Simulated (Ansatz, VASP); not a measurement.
# One calculation of BN, two programs

INCAR

```
PREC = Accurate
ENCUT = 520
EDIFF = 1E-8
ISMEAR = -1
SIGMA = 0.02
LREAL = F
LASPH = T
NELM = 60
ALGO = Normal
ISIF = 2
LWAVE = F
LCHARG = F
GGA = CA
LEFG = T
NBANDS = 11
```

Contents of KPOINTS:

```
regular mesh
0
Gamma
  11 11 11
```

POSCAR

```
BN
1.0
    0.0000000000      1.7953687620      1.7953687620
    1.7953687620      0.0000000000      1.7953687620
    1.7953687620      1.7953687620      0.0000000000
B N
1 1
Direct
    0.0000000000      0.0000000000      0.0000000000
    0.7500000000      0.7500000000      0.7500000000
```

Input for Ansatz:

```yaml
crystal:
  lattice:
    - [0.0, 1.795368762, 1.795368762]
    - [1.795368762, 0.0, 1.795368762]
    - [1.795368762, 1.795368762, 0.0]
  atoms:
    - { symbol: B, position: [0.0, 0.0, 0.0] }
    - { symbol: "N", position: [0.75, 0.75, 0.75] }
kpoints:
  mp_grid: { grid: [11, 11, 11] }
scf:
  occupations: { method: fermi_dirac, width: 0.02 }
hamiltonian:
  xc: lda
  pseudopotentials: { kind: paw }
output:
  forces: true
  stress: true
  eigenvalues: true
  efg: { contact_densities: true }
  write_density: true
  write_potential: true
  elf: true
  volumetric_format: npy
```

Change from the starting cell: volume scaled by 0.98, PAW files.

Alike in both runs: task electric field gradients; functional LDA; k mesh 11 × 11 × 11; occupations fermi-dirac, width 0.02 eV; no spin polarisation.

|  | VASP | Ansatz |
| --- | --- | --- |
| version | VASP 6.6.1 | Ansatz 0.2.0 |
| potentials or method | VASP PAW LDA potentials, release 64 (B, N) | PAW with Ansatz's default frozen-core files, scalar-relativistic |
| plane-wave cutoff (eV) | 520 | 420 |
| valence electrons in the cell | 8 | 8 |

```csv
,VASP,Ansatz,Ansatz less VASP
gap on the k mesh at the Fermi level (eV),4.47,4.49,+0.018
pressure (GPa),-2.4,-3.4,-0.95
Vzz of the field gradient on the site that differs most (V/Å²),0.0,0.0,0.00
```

Caveats: an odd mesh through Γ misses points on the zone boundary, where band edges often lie.
